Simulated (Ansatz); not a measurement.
Trial inputs on Zr

The reference input for Ansatz (plane-wave DFT with PAW):

```yaml
crystal:
  lattice:
    - [0.0, 2.2646202716, 2.2646202716]
    - [2.2646202716, 0.0, 2.2646202716]
    - [2.2646202716, 2.2646202716, 0.0]
  atoms:
    - { symbol: Zr, position: [0.0, 0.0, 0.0] }
basis:
  ecutwfc: 420
kpoints:
  mp_grid: { grid: [10, 10, 10] }
hamiltonian:
  xc: pbe
scf:
  occupations: { method: gaussian, width: 0.1 }
output:
  forces: true
  stress: true
  eigenvalues: true
```

Command:

```bash
ansatz run input.yaml --threads 1 --pin off --max-ram 1331MiB --backend cpu --events-out ev --progress --plain --runs-dir out
```

The run converges in 6 SCF iterations on 47 irreducible k-points: pressure 0.04 GPa, no gap.

These settings were drawn at random to show what each does; none of the numbers is a converged property of the crystal. Each trial's input is given as a difference from the reference's; energies are extrapolated to zero smearing where there is one, and pressure is positive in compression. Charged cells sit in a uniform background, and their pressures hang on that convention.

Trial 1:

```diff
 hamiltonian:
-  xc: pbe
+  xc: lda
 scf:
+  eigensolver: { real_solve: false }
+  max_iter: 57
```

The run converges in 6 SCF iterations on 47 irreducible k-points: pressure -6.58 GPa, no gap.

Trial 2:

```diff
 basis:
-  ecutwfc: 420
+  ecutwfc: 410
+  xc_grid: 2
 kpoints:
-  mp_grid: { grid: [10, 10, 10] }
+  mp_grid: { kspacing: 0.42 }
 hamiltonian:
-  xc: pbe
+  xc: lda
 scf:
+  lower_state_search: "off"
+  n_extra_bands: 12
```

The run converges in 6 SCF iterations on 16 irreducible k-points: pressure -6.91 GPa, no gap. It warns that the cutoff lies under the recommended one, 420 eV for these potentials.

Trial 3 (volume scaled):

```diff
 crystal:
   lattice:
-    - [0.0, 2.2646202716, 2.2646202716]
-    - [2.2646202716, 0.0, 2.2646202716]
-    - [2.2646202716, 2.2646202716, 0.0]
+    - [0.0, 2.2144502483, 2.2144502483]
+    - [2.2144502483, 0.0, 2.2144502483]
+    - [2.2144502483, 2.2144502483, 0.0]
 basis:
-  ecutwfc: 420
+  ecutwfc: 250
```

The run converges in 6 SCF iterations on 47 irreducible k-points: energy 196 meV per atom above the reference, pressure 6.79 GPa (unreliable at so low a cutoff), no gap. It warns that the cutoff lies under the recommended one, 420 eV for these potentials.

Trial 4:

```diff
 kpoints:
-  mp_grid: { grid: [10, 10, 10] }
+  mp_grid: { kspacing: 0.65 }
 hamiltonian:
+  dispersion: d3bj
 scf:
-  occupations: { method: gaussian, width: 0.1 }
+  occupations: { method: tetrahedron }
+relax:
+  adjacent_minimum: "off"
+  f_tol: 0.008
+  max_steps: 30
+  cell: { p_target: 20 }
```

The relaxation ends after 6 steps and 33 SCF iterations, 186 meV per atom in free energy above its start (under a target pressure the enthalpy is what falls), at 19.22 Å³/atom: pressure 20.00 GPa, no gap. It warns that the printed bands weren't solved further after the SCF; that forces under tetrahedra are unreliable; that forces and stress under tetrahedra may miss the energy's slope.

Trial 5 (the one atom moved, which only shifts the crystal as a whole):

```diff
 crystal:
   atoms:
-    - { symbol: Zr, position: [0.0, 0.0, 0.0] }
+    - { symbol: Zr, position: [0.78, 0.694, 0.574] }
 kpoints:
-  mp_grid: { grid: [10, 10, 10] }
+  mp_grid: { grid: [8, 8, 8] }
 scf:
+  n_extra_bands: 2
+  convergence: { dr2_threshold: "1e-8 eV" }
+magnetization:
+  spin_polarized: true
+  initial_magnetization: 6.0
+  spin_locking: { lock_magnetization: hard }
```

The run converges in 8 SCF iterations on 29 irreducible k-points: energy 31.26 eV per atom above the reference, pressure 34.77 GPa, no gap, cell moment 6.00 μB. It warns that an atom started with the most moment that its open shells hold, not with the one typed; that the bands leave little room for a larger moment; that the SCF threshold is loose for the stress.

Trial 6:

```diff
 basis:
-  ecutwfc: 420
+  ecutwfc: 300
+  xc_grid: 4
 kpoints:
-  mp_grid: { grid: [10, 10, 10] }
+  mp_grid: { kspacing: 1.1 }
 hamiltonian:
+  pseudopotentials: { kind: nc }
```

The run converges in 6 SCF iterations on 4 irreducible k-points: pressure 2.66 GPa (unreliable at so low a cutoff), no gap. It warns that the cutoff lies under the recommended one, 898 eV for these potentials.

Trial 7 (volume scaled):

```diff
 crystal:
   lattice:
-    - [0.0, 2.2646202716, 2.2646202716]
-    - [2.2646202716, 0.0, 2.2646202716]
-    - [2.2646202716, 2.2646202716, 0.0]
+    - [0.0, 2.5454124971, 2.5454124971]
+    - [2.5454124971, 0.0, 2.5454124971]
+    - [2.5454124971, 2.5454124971, 0.0]
+total_charge: 0.5
 scf:
-  occupations: { method: gaussian, width: 0.1 }
+  occupations: { method: cold, width: 0.51 }
```

The run converges in 6 SCF iterations on 47 irreducible k-points: pressure -7.78 GPa (with the neutralising background of the charged cell), no gap.

Trial 8 (volume scaled):

```diff
 crystal:
   lattice:
-    - [0.0, 2.2646202716, 2.2646202716]
-    - [2.2646202716, 0.0, 2.2646202716]
-    - [2.2646202716, 2.2646202716, 0.0]
+    - [0.0, 2.0455866773, 2.0455866773]
+    - [2.0455866773, 0.0, 2.0455866773]
+    - [2.0455866773, 2.0455866773, 0.0]
 kpoints:
-  mp_grid: { grid: [10, 10, 10] }
+  mp_grid: { grid: [10, 4, 2] }
 scf:
-  occupations: { method: gaussian, width: 0.1 }
+  occupations: { method: tetrahedron_uncorrected }
+magnetization:
+  spin_polarized: true
+  initial_magnetization: 2.0
```

The run converges in 17 SCF iterations on 33 irreducible k-points: energy 424 meV per atom above the reference, pressure 37.84 GPa, no gap, cell moment 0.00 μB. It warns that the printed bands weren't solved further after the SCF; that the starting moments were lost; that the mesh lowers the symmetry.

Trial 9:

```diff
 scf:
-  occupations: { method: gaussian, width: 0.1 }
+  occupations: { method: tetrahedron }
```

The run converges in 5 SCF iterations on 47 irreducible k-points: energy 0.66 meV per atom above the reference, pressure -0.13 GPa, no gap. It warns that the printed bands weren't solved further after the SCF; that forces and stress under tetrahedra may miss the energy's slope.

Trial 10 (the one atom moved, which only shifts the crystal as a whole):

```diff
 crystal:
   atoms:
-    - { symbol: Zr, position: [0.0, 0.0, 0.0] }
+    - { symbol: Zr, position: [0.0441575134, -0.0441575134, 0.0441575134] }
 kpoints:
-  mp_grid: { grid: [10, 10, 10] }
+  mp_grid: { grid: [2, 2, 2] }
 hamiltonian:
-  xc: pbe
+  xc: lda
 scf:
-  occupations: { method: gaussian, width: 0.1 }
+  occupations: { method: fermi_dirac, width: "3000 K" }
```

The run converges in 6 SCF iterations on 3 irreducible k-points: pressure -24.03 GPa, no gap.